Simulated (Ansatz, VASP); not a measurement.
MgS (Niningerite): VASP beside Ansatz

```
Mg S
1.0
     0.00000    2.56729    2.56729
     2.56729    0.00000    2.56729
     2.56729    2.56729    0.00000
Mg S
1 1
Cartesian
  0.0000 0.0000 0.0000
  2.5673 2.5673 2.5673
```

Alike in both runs: functional r2SCAN; k mesh 10 × 10 × 10; occupations fermi-dirac, width 0.02 eV; no spin polarisation.

Ansatz relaxed the structure, and its values are those at the end. VASP's run is a single point on that final structure, the one shown.

|  | VASP | Ansatz |
| --- | --- | --- |
| version | VASP 6.6.1 | Ansatz 0.2.0 |
| potentials or method | VASP PAW PBE potentials, release 64 (Mg, S) | PAW plane waves |
| plane-wave cutoff (eV) | 520 | 500 |
| valence electrons in the cell | 8 | 16 |

VASP gave:

* gap on the k mesh at the Fermi level (eV): 3.52
* pressure (GPa): 2.9

Task: Which values does Ansatz return?

Result: gap on the k mesh at the Fermi level (eV): 3.55; pressure (GPa): 3.5.

The two sets of potentials don't hold the same shells in valence. Ansatz warned: «stress_scf_threshold_loose».

Caveats: the PAW data sets were made with another functional, which shifts forces and pressure a little (VASP). r2SCAN opens gaps a little over a GGA but as a rule still falls short of measured ones. A k mesh can miss the band edges.
